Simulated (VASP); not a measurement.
# ZrSe2 (P-3m1) in VASP: notebook, part 3 of 3

VASP 6.6.1.

## 6. Relaxation of cell and atoms, PBE+D3(BJ)

INCAR reads:

```
PREC = Accurate
ENCUT = 600
EDIFF = 1E-6
ISMEAR = 0
SIGMA = 0.03
LREAL = False
LASPH = True
NELM = 80
ALGO = Normal
ISIF = 3
LWAVE = False
LCHARG = False
GGA = PE
IVDW = 12
IBRION = 2
NSW = 90
EDIFFG = -0.01
KPAR = 2
```

KPOINTS reads:

```
regular mesh
0
Gamma
  9 9 5
```

POSCAR reads:

```
ZrSe2
1.0
    3.7980000000      0.0000000000      0.0000000000
   -1.8990000000      3.2891644836      0.0000000000
    0.0000000000      0.0000000000      6.1920000000
Zr Se
1 2
Direct
    0.0000000000      0.0000000000      0.0000000000
    0.3333333333      0.6666666667      0.2500000000
    0.6666666667      0.3333333333      0.7500000000
```

Potentials or basis: VASP PAW PBE potentials, release 64 (Zr_sv, Se).

Started as:

```console
$ cat potpaw_PBE.64/Zr_sv/POTCAR potpaw_PBE.64/Se/POTCAR > POTCAR
$ mpirun -np 2 vasp_std > vasp.out
```

OUTCAR:

```text
PREC = Accurate
   ENCUT = 600
   EDIFF = 1E-6
   ISMEAR = 0
   LREAL = False
   LASPH = True
   NELM = 80
   ISIF = 3
   GGA = PE
   IVDW = 12
   IBRION = 2
   NSW = 90
   EDIFFG = -0.01
 IVDW          = 12

 ion  position               nearest neighbor table
   1  0.000  0.000  0.000-   2 2.68   3 2.68   3 2.68   2 2.68   3 2.68   2 2.68
   2  0.333  0.667  0.250-   1 2.68   1 2.68   1 2.68
   3  0.667  0.333  0.750-   1 2.68   1 2.68   1 2.68

  LATTYP: Found a hexagonal cell.
 ALAT       =     3.7980000000
 C/A-ratio  =     1.6303317536

  Lattice vectors:

 A1 = (   3.7980000000,   0.0000000000,   0.0000000000)
 A2 = (  -1.8990000000,   3.2891644836,   0.0000000000)
 A3 = (   0.0000000000,   0.0000000000,   6.1920000000)

Analysis of symmetry for initial positions (statically):
=====================================================================
 Subroutine PRICEL returns:
 Original cell was already a primitive cell.

 Routine SETGRP: Setting up the symmetry group for a
 hexagonal supercell.

 Subroutine GETGRP returns: Found 12 space group operations
 (whereof 12 operations were pure point group operations)
 out of a pool of 24 trial point group operations.

The static configuration has the point symmetry D_3d.

Analysis of symmetry for dynamics (positions and initial velocities):
=====================================================================
 Subroutine PRICEL returns:
 Original cell was already a primitive cell.

 Routine SETGRP: Setting up the symmetry group for a
 hexagonal supercell.

 Subroutine GETGRP returns: Found 12 space group operations
 (whereof 12 operations were pure point group operations)
 out of a pool of 24 trial point group operations.

The dynamic configuration has the point symmetry D_3d.

 Subroutine INISYM returns: Found 12 space group operations
 (whereof 12 operations are pure point group operations),
 and found     1 'primitive' translations

----------------------------------------------------------------------------------------

                                     Primitive cell

  volume of cell :      77.3520

  direct lattice vectors                    reciprocal lattice vectors
     3.798000000  0.000000000  0.000000000     0.263296472  0.152014289  0.000000000
    -1.899000000  3.289164484  0.000000000     0.000000000  0.304028578  0.000000000
     0.000000000  0.000000000  6.192000000     0.000000000  0.000000000  0.161498708

  length of vectors
     3.798000000  3.798000000  6.192000000     0.304028578  0.304028578  0.161498708

  position of ions in fractional coordinates (direct lattice)
     0.000000000  0.000000000  0.000000000
     0.333333333  0.666666667  0.250000000
     0.666666667  0.333333333  0.750000000

  ion indices of the primitive-cell ions
   primitive index   ion index
                 1           1
                 2           2
                 3           3

----------------------------------------------------------------------------------------

 KPOINTS: regular mesh

Automatic generation of k-mesh.
 Grid dimensions read from file:
 generate k-points for:    9    9    5

 Generating k-lattice:

  Cartesian coordinates                     Fractional coordinates (reciprocal lattice)
     0.029255164  0.016890477  0.000000000     0.111111111  0.000000000  0.000000000
     0.000000000  0.033780953  0.000000000     0.000000000  0.111111111  0.000000000
     0.000000000  0.000000000  0.032299742     0.000000000  0.000000000  0.200000000

  Length of vectors
     0.033780953  0.033780953  0.032299742

  Shift w.r.t. Gamma in fractional coordinates (k-lattice)
     0.000000000  0.000000000  0.000000000

 Subroutine IBZKPT returns following result:
 ===========================================

 Found     50 irreducible k-points:

 Following reciprocal coordinates:
            Coordinates               Weight
  0.000000  0.000000  0.000000      1.000000
  0.111111  0.000000  0.000000      6.000000
  0.222222  0.000000  0.000000      6.000000
  0.333333 -0.000000  0.000000      6.000000
  0.444444  0.000000  0.000000      6.000000
  0.111111  0.111111  0.000000      6.000000
[... 16 lines left out ...]
  0.222222  0.111111  0.200000     12.000000
 -0.111111  0.333333  0.200000     12.000000
 [... further k-points ...]
   k-points           NKPTS =     50   k-points in BZ     NKDIM =     50   number of bands    NBANDS=     16
   number of dos      NEDOS =    301   number of ions     NIONS =      3
   total plane-waves  NPLWV =  45000
   dimension x,y,z NGX =    30 NGY =   30 NGZ =   50
   dimension x,y,z NGXF=    60 NGYF=   60 NGZF=  100
   ions per type =               1   2
   NGX,Y,Z   is equivalent  to a cutoff of  13.13, 13.13, 13.42 a.u.
   NGXF,Y,Z  is equivalent  to a cutoff of  26.26, 26.26, 26.85 a.u.
 SYSTEM =  unknown system
   PREC   = accura    normal or accurate (medium, high low for compatibility)
   ISTART =      0    job   : 0-new  1-cont  2-samecut
   ICHARG =      2    charge: 1-file 2-atom 10-const
   ISPIN  =      1    spin polarized calculation?
   LNONCOLLINEAR =      F non collinear calculations
   LSORBIT =      F    spin-orbit coupling
   LASPH  =      T    aspherical Exc in radial PAW
   ENCUT  =  600.0 eV  44.10 Ry    6.64 a.u.   7.59  7.59 12.37*2*pi/ulx,y,z
   NELM   =     80;   NELMIN=  2; NELMDL= -5     # of ELM steps
   EDIFF  = 0.1E-05   stopping-criterion for ELM
   LREAL  =      F    real-space projection
   EDIFFG = -.1E-01   stopping-criterion for IOM
   NSW    =     90    number of steps for IOM
   IBRION =      2    ionic relax: 0-MD 1-quasi-New 2-CG
   NFREE  =      1    steps in history (QN), initial steepest desc. (CG)
   ISIF   =      3    stress and relaxation
   ISYM   =      2    0-nonsym 1-usesym 2-fastsym
   POTIM  = 0.5000    time-step for ionic-motion
   TEBEG  =    0.0;   TEEND  =   0.0 temperature during run
   PSTRESS=    0.0 pullay stress
   NELECT =      24.0000    total number of electrons
   NUPDOWN=      -1.0000    fix difference up-down
   EMIN   =  10.00;   EMAX   =-10.00  energy-range for DOS
   EFERMI =   0.00;   METHOD = LEGACY
   ISMEAR =     0;   SIGMA  =   0.03  broadening in eV -4-tet -1-fermi 0-gaus
   EFERMI_NEDOS =   21; number of points for ismear=-14 and -15
   IALGO  =     38    algorithm
   IMIX   =      4    mixing-type and parameters
     AMIX     =   0.40;   BMIX     =  1.00
     AMIX_MAG =   1.60;   BMIX_MAG =  1.00
  volume/ion in A,a.u.               =      25.78       174.00
  Fermi-wavevector in a.u.,A,eV,Ry     =   1.108293  2.094371 16.712230  1.228314
  Thomas-Fermi vector in A             =   2.244819
   LORBIT       =      0    0 simple, 1 ext, 2 COOP (PROOUT), +10 PAW based schemes
   GGA     = PE    functional components
   LHFCALC =     F    Hartree Fock is set to
   AEXX    =    0.0000 exact exchange contribution
   IVDW    =    12    specifies the selected vdW correction
   LEPSILON=     F    determine dielectric tensor
   LRPA    =     F    only Hartree local field effects (RPA)
 conjugate gradient relaxation of ions
 non-spin polarized calculation
 Gauss-broadening in eV      SIGMA  =   0.03
  energy-cutoff  :      600.00
  volume of cell :       77.35
 maximum number of plane-waves:      2605
   NGX = 15   NGY = 15   NGZ = 25

--------------------------------------- Ionic step        1  -------------------------------------------

 number of electron      24.0000000 magnetization

 Free energy of the ion-electron system (eV)
  ---------------------------------------------------
  ext. energy  EPLUGINS =         0.00000000
  ---------------------------------------------------
  free energy    TOTEN  =       -19.56682681 eV

  energy without entropy =      -19.56682681  energy(sigma->0) =      -19.56682681

------------------------ aborting loop because EDIFF is reached ----------------------------------------

 Edisp (eV)   -1.14257

 E8    (eV) :    -0.5144
[... 108 lines left out ...]
  FREE ENERGIE OF THE ION-ELECTRON SYSTEM (eV)
  ---------------------------------------------------
  free  energy   TOTEN  =       -20.7294754790 eV

  energy  without entropy=      -20.7294754712  energy(sigma->0) =      -20.72947548

[... ionic steps 4 to 12 ...]

--------------------------------------- Ionic step       13  -------------------------------------------

 number of electron      23.9999999 magnetization

------------------------ aborting loop because EDIFF is reached ----------------------------------------
[... 77 lines left out ...]
--------------------------------------- Ionic step       15  -------------------------------------------

 number of electron      23.9999999 magnetization

 Free energy of the ion-electron system (eV)
  ---------------------------------------------------
  ext. energy  EPLUGINS =         0.00000000
  ---------------------------------------------------
  free energy    TOTEN  =       -19.52720313 eV

  energy without entropy =      -19.52710774  energy(sigma->0) =      -19.52715544

 E-fermi :   5.0378     XC(G=0):  -9.7871

 val. band max:        5.0250825912   @ k =   0.0000   0.0000   0.0000
 cond. band min:       5.0735544113   @ k =   0.0000   0.4444   0.4000
 fundamental gap:      0.0484718200
 Fermi energy:         5.0377704257

 k-point     1 :       0.0000    0.0000    0.0000
  band No.  band energies     occupation
      1     -44.5686      2.00000
      2     -22.6259      2.00000
      3     -22.5061      2.00000
      4     -22.5061      2.00000
      5      -8.5413      2.00000
      6      -7.1359      2.00000
[... 433 lines left out ...]
      3     -22.5938      2.00000
      4     -22.5427      2.00000
      5      -7.8199      2.00000
      6      -7.2185      2.00000
[... 8 lines left out ...]
     15       7.6971      0.00000
     16       8.5244      0.00000

 [... further k-points ...]

------------------------ aborting loop because EDIFF is reached ----------------------------------------

 Edisp (eV)   -1.21589

 E8    (eV) :    -0.5478
[... 26 lines left out ...]
  FREE ENERGIE OF THE ION-ELECTRON SYSTEM (eV)
  ---------------------------------------------------
  free  energy   TOTEN  =       -20.7430919917 eV

  energy  without entropy=      -20.7429966024  energy(sigma->0) =      -20.74304430

 reached required accuracy - stopping structural energy minimisation
```

OSZICAR:

```text
N       E                     dE             d eps       ncg     rms          rms(c)
DAV:   1     0.187374012698E+03    0.18737E+03   -0.12752E+04  1600   0.152E+03
DAV:   2    -0.102783893772E+02   -0.19765E+03   -0.19546E+03  2144   0.315E+02
[... 128 lines left out ...]
  14 F= -.20742945E+02 E0= -.20742886E+02  d E =-.815479E-04
       N       E                     dE             d eps       ncg     rms          rms(c)
DAV:   1    -0.195276093243E+02   -0.87996E-03   -0.41443E-02  1600   0.148E+00    0.131E-01
DAV:   2    -0.195272745269E+02    0.33480E-03   -0.24758E-03  1824   0.315E-01    0.627E-02
DAV:   3    -0.195272170179E+02    0.57509E-04   -0.13108E-04  2200   0.787E-02    0.299E-02
DAV:   4    -0.195272027287E+02    0.14289E-04   -0.51416E-05  2136   0.509E-02    0.740E-03
DAV:   5    -0.195272031313E+02   -0.40259E-06   -0.68031E-06  1872   0.155E-02
  15 F= -.20743092E+02 E0= -.20743044E+02  d E =-.228848E-03
```

It took 4.4 min on 2 MPI ranks of Intel Xeon Platinum 8488C (Sapphire Rapids), shared host; peak memory 0.26 GiB.

Results:

- Free energy: -20.7431 eV
- Relaxed volume: 24.35 Å³/atom
- Relaxed cell: a = 3.740 Å, b = 3.740 Å, c = 6.028 Å, α = 90.00°, β = 90.00°, γ = 120.00°
- Space group after relaxing (to 0.05 Å): P-3m1 (No. 164)
- Energy gained by relaxing: 11.2 meV/atom
- Ionic steps: 15
- Pressure after relaxing: 0.0 GPa
- Band gap on the k mesh: 0.05 eV, indirect (least direct gap 0.93 eV)
- Dispersion energy per atom: -0.405 eV

Stress tensor (GPa, compression positive):
```
-0.05  0.00  0.00
 0.00 -0.05  0.00
 0.00  0.00  0.04
```

The path:
| step | energy change (eV) | largest force (eV/Å) | pressure (GPa) | volume (Å³) |
| --- | --- | --- | --- | --- |
| 1 | 0.0000 | 0.3158 | -0.45 | 77.35 |
| 2 | -0.0147 | 0.2208 | -0.25 | 76.54 |
| 3 | -0.0201 | 0.1203 | -0.05 | 75.74 |
| 4 | -0.0234 | 0.0781 | -0.26 | 75.51 |
| 5 | -0.0293 | 0.0461 | -0.82 | 74.83 |
| 6 | -0.0299 | 0.1058 | -1.05 | 74.51 |
| 7 | -0.0311 | 0.0914 | -0.91 | 74.25 |
| 8 | -0.0332 | 0.0493 | -0.45 | 73.48 |
| 9 | -0.0312 | 0.0363 | 0.54 | 71.94 |
| 10 | -0.0335 | 0.0243 | -0.19 | 73.08 |
| 11 | -0.0335 | 0.0227 | -0.19 | 73.05 |
| 12 | -0.0334 | 0.0115 | -0.05 | 72.85 |
| 13 | -0.0335 | 0.0212 | -0.15 | 73.02 |
| 14 | -0.0335 | 0.0160 | -0.12 | 73.02 |
| 15 | -0.0337 | 0.0013 | -0.02 | 73.04 |

Final structure:
```cif
data_structure
_symmetry_space_group_name_H-M 'P 1'
_symmetry_Int_Tables_number 1
_cell_length_a 3.7404
_cell_length_b 3.7404
_cell_length_c 6.0281
_cell_angle_alpha 90.000
_cell_angle_beta 90.000
_cell_angle_gamma 120.000
_cell_volume 73.04
loop_
_atom_site_label
_atom_site_type_symbol
_atom_site_fract_x
_atom_site_fract_y
_atom_site_fract_z
_atom_site_occupancy
Zr1 Zr 0.00000 0.00000 0.00000 1
Se1 Se 0.33333 0.66667 0.26500 1
Se2 Se 0.66667 0.33333 0.73500 1
```

Levels at points of the mesh, in eV from the valence-band top:
```csv
k point,band 10,band 11,band 12,band 13,band 14,band 15
"(0.00, 0.00, 0.00)",-0.12,-0.12,0.00,0.93,0.93,1.22
```

Caveat: an odd mesh through Γ misses points on the zone boundary, where band edges often lie.
